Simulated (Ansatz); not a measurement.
# TaS2: the cost of one run

Method: DFT PBE+U (U_eff = 7 eV on Ta d), plane waves, PAW, no spin–orbit coupling unless a run says so, in Ansatz 0.2.0.

## Step 1: The system as given

The structure is trigonal, space group P-3m1 (No. 164). The conventional cell has a = 3.350 Å, b = 3.350 Å, c = 5.860 Å, α = 90.00°, β = 90.00°, γ = 120.00°. Ta (site symmetry -3m) has 6 S at 2.43 Å as nearest neighbours. S (site symmetry 3m) is surrounded by 3 Ta at 2.43 Å.

As a file:

```cif
data_structure
_symmetry_space_group_name_H-M 'P 1'
_symmetry_Int_Tables_number 1
_cell_length_a 3.3500
_cell_length_b 3.3500
_cell_length_c 5.8600
_cell_angle_alpha 90.000
_cell_angle_beta 90.000
_cell_angle_gamma 120.000
_cell_volume 56.95
loop_
_atom_site_label
_atom_site_type_symbol
_atom_site_fract_x
_atom_site_fract_y
_atom_site_fract_z
_atom_site_occupancy
Ta1 Ta 0.00000 0.00000 0.00000 1
S1 S 0.33333 0.66667 0.25000 1
S2 S 0.66667 0.33333 0.75000 1
```

Magnetic order typed: ferromagnetic.

An earlier series on this cell reached its lowest free state from «natural orbitals of the symmetric run, filled by rank», perhaps among other starts.

## Step 2: Random orbitals: single harmonics, second filling

Input file input.yaml:

```yaml
crystal:
  lattice:
    - [3.3500014, 0.0, 0.0]
    - [-1.6750007, 2.90118631, 0.0]
    - [0.0, 0.0, 5.85999874]
  atoms:
    - { symbol: Ta, position: [0.0, 0.0, 0.0], spin: 1.0 }
    - { symbol: S, position: [0.3333333333, 0.6666666667, 0.25] }
    - { symbol: S, position: [0.6666666667, 0.3333333333, 0.75] }
basis:
  ecutwfc: 420
  ecutrho_ratio: 4
kpoints:
  mp_grid: { grid: [7, 7, 3] }
hamiltonian:
  xc: pbe
  hubbard:
    sites:
      - { site: 0, l: d, u_eff: 7.0, starting_ns: [{ spin: up, occupation_matrix: s0up }, { spin: down, occupation_matrix: s0down }] }
    occupation_matrices:
      s0up:
        matrix:
          - [0.97, 0.0, 0.0, 0.0, 0.0]
          - [0.0, 0.02, 0.0, 0.0, 0.0]
          - [0.0, 0.0, 0.02, 0.0, 0.0]
          - [0.0, 0.0, 0.0, 0.02, 0.0]
          - [0.0, 0.0, 0.0, 0.0, 0.02]
      s0down:
        matrix:
          - [0.02, 0.0, 0.0, 0.0, 0.0]
          - [0.0, 0.02, 0.0, 0.0, 0.0]
          - [0.0, 0.0, 0.02, 0.0, 0.0]
          - [0.0, 0.0, 0.0, 0.02, 0.0]
          - [0.0, 0.0, 0.0, 0.0, 0.02]
    ns_hold: { iters: 12 }
scf:
  occupations: { method: gaussian, width: 0.05 }
  lower_state_search: "off"
  max_iter: 150
output:
  forces: true
  stress: true
  eigenvalues: true
  populations: true
  hubbard: { sites: [{ site: 0, l: d }] }
magnetization:
  spin_polarized: true
```

The typed matrices put 0.97 on the chosen orbitals and 0.02 on the others, and are held for 12 cycles.

On the command line:

```bash
$ ansatz run input.yaml --threads 2 --pin off --max-ram 3072MiB --backend cpu --events-out ev --progress --plain --runs-dir out
```

Q: Estimate wall time and peak memory on 2 threads of Intel Xeon Platinum 8488C (Sapphire Rapids), shared host.

About 3.2 s, with a peak of 0.41 GiB.
